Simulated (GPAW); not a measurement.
Runs of GPAW 26.7.0 on WC (Qusongite). Symmetry: P-6m2, No. 187, hexagonal system. The conventional cell has a = 2.907 Å, b = 2.907 Å, c = 2.837 Å, α = 90.00°, β = 90.00°, γ = 120.00°. W (site symmetry -6m2) is surrounded by 6 C at 2.20 Å. C (site symmetry -6m2) has 6 W at 2.20 Å as nearest neighbours. 

```csv
task,level,potentials or basis,U,cell,k mesh,cutoff (eV),smearing,maxiter,optimizer,fmax,max steps,data set,mesh quality,gap on the mesh (eV),pressure (GPa),relaxed volume (Å³/atom)
single point,LDA+U,"the program's PAW data sets (release 1.2.1) made for this functional, pw",W d U = 5.3 eV,as given,8 × 8 × 8,600,fermi-dirac 0.05 eV,120,-,-,-,-,not flagged,none,(a),-
relaxation of cell and atoms,PBEsol+D4,"PAW data sets generated in the run's folder for this functional, pw",-,relaxed,9 × 9 × 8,800,fermi-dirac 0.05 eV,150,BFGS,0.02 eV/Å,60,-,not flagged,none,0.1,10.17
relaxation of cell and atoms,PBEsol+D3(BJ),"PAW data sets generated in the run's folder for this functional, pw",-,relaxed,10 × 10 × 9,800,fermi-dirac 0.05 eV,150,FIRE,0.02 eV/Å,100,-,not flagged,none,-0.1,(b)
relaxation of cell and atoms,WC,"PAW data sets generated in the run's folder for this functional, pw",-,relaxed,7 × 7 × 7,800,fermi-dirac 0.05 eV,150,BFGS,0.05 eV/Å,60,-,not flagged,none,0.0,10.32
single point,PBE,"GPAW PAW data sets (gpaw-data 1.2.1), pw",-,as given,10 × 10 × 9,800,gaussian 0.017 eV,150,-,-,-,-,not flagged,none,5.4,-
relaxation of cell and atoms,PBEsol+D3(BJ)+ATM,"PAW data sets generated in the run's folder for this functional, pw",-,relaxed,9 × 9 × 8,800,fermi-dirac 0.05 eV,150,BFGS,0.02 eV/Å,60,-,not flagged,none,0.0,10.14
electron localisation function,PBE,"GPAW PAW data sets (gpaw-data 1.2.1), other valence, pw",-,as given,5 × 5 × 5,680,fermi-dirac 0.01 eV,150,-,-,-,W 6,coarse,none,17.4,-
electron localisation function,LDA,"the program's PAW data sets (release 1.2.1) made for this functional, pw",-,as given,5 × 5 × 5,680,fermi-dirac 0.01 eV,150,-,-,-,-,coarse,none,-11.1,-
```

Alike in all rows: no spin polarisation.

**Question.** Estimate the missing entries.

**Answer.** (a) -5.8; (b) 10.10.

Caveats: some runs use coarse meshes; later steps reuse the first step's grids (some runs); the cutoff is short for stress and forces, so pressures can be off by a GPa or more (some runs); pairwise dispersion overbinds metals, which lowers pressure and volume (some runs); U without spin polarisation on a metal has little footing (some runs); the U is typed as a test and isn't derived for this compound (some runs); so large a pressure means that the cell lies far from this level's equilibrium, or that cutoff or potentials fall short (some runs).

A k mesh can miss the band edges, and the runs leave out spin-orbit coupling on W.

A gap of «none» marks a metal or a gap under the smearing width.

Not every run made on this cell is shown here.
